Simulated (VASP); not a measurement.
Write the native input for VASP 6.6.1 that does the following.

| Quantity | Value |
| --- | --- |
| Task | single point |
| Functional | PBEsol |
| Potentials or basis | VASP PAW PBE potentials, release 64 (Ca_sv) |
| Cutoff | 520 eV |
| k mesh | 7 × 7 × 4 |
| Occupations | methfessel-paxton, width 0.1 eV |
| Spin | no spin polarisation |
| Dipole correction | no |
| Further INCAR settings | ALGO = Fast; EDIFF = 1e-06; NBANDS = 17 |

The structure of Ca lies in POSCAR:

```
Ca
1.0
    3.9800000000      0.0000000000      0.0000000000
   -1.9900000000      3.4467800000      0.0000000000
    0.0000000000      0.0000000000      6.5200000000
Ca
2
Direct
    0.3333333333      0.6666666667      0.2500000000
    0.6666666667      0.3333333333      0.7500000000
```

This isn't the form of Ca at room conditions, which is fcc.

These files were run (other wordings do the same):

INCAR

```
  ALGO = Fast
  EDIFF = 1E-6
  ENCUT = 520
  GGA = PS
  ISIF = 2
  ISMEAR = 1
  LASPH = True
  LCHARG = True
  LELF = True
  LREAL = False
  LVHAR = True
  LWAVE = False
  NBANDS = 17
  NELM = 80
  PREC = Accurate
  SIGMA = 0.1
```

KPOINTS

```
k-points
0
Gamma
  7 7 4
```

Potentials or basis: VASP PAW PBE potentials, release 64 (Ca_sv).

Run with:

```bash
$ cat potpaw_PBE.64/Ca_sv/POTCAR > POTCAR
$ mpirun -np 1 vasp_std > vasp.out
```

It gave:

- Pressure: -1.4 GPa
- Band gap on the k mesh: none (metal or under the smearing width)

Caveat: the PAW data sets were made with another functional, which shifts forces and pressure a little.

Wall time 24 s on 1 thread of AMD EPYC 9R45 (Zen 5), on a shared host, peak memory 0.17 GiB.
